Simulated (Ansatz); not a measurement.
The system is Zr.

```
Zr
1.0
     3.23200    0.00000    0.00000
    -1.61600    2.79899    0.00000
     0.00000    0.00000    5.14700
Zr
2
Direct
  0.33465 0.67413 0.25390
  0.66535 0.32587 0.74610
```

The cell isn't the ideal one: atom 2 moved 0.06 Å.

Base run:

| Quantity | Value |
| --- | --- |
| Program | Ansatz 0.2.0 |
| Functional | LDA |
| Potentials or basis | Ansatz PAW |
| Cutoff | 420 eV (not typed: the program's choice for these potentials) |
| k mesh | 9 × 9 × 5 |
| Occupations | fermi-dirac, width 0.05 eV |
| Spin | no spin polarisation |

Its results: band gap on the k mesh none (metal or under the smearing width); pressure -6.0 GPa; largest force 0.141 eV/Å.

Problem. After a change of settings the same cell gave: band gap on the k mesh none (metal or under the smearing width); pressure 2.8 GPa; largest force 0.173 eV/Å. Which change was it?
A. functional from LDA to r2SCAN; cutoff from 420 eV (not typed: the program's choice for these potentials) to 500 eV (not typed: the program's choice for these potentials); k mesh from 9 × 9 × 5 to 7 × 7 × 4
B. functional from LDA to RPBE
C. functional from LDA to PBEsol
D. functional from LDA to BLYP

Solution. B.

RPBE binds less tightly than LDA, so the same cell stands under more pressure.

Caveats: the PAW data sets come from PBE, with cores solved anew for the run's functional, which leaves a small shift of forces and pressure.

Runs at the PBE level aren't shown here.
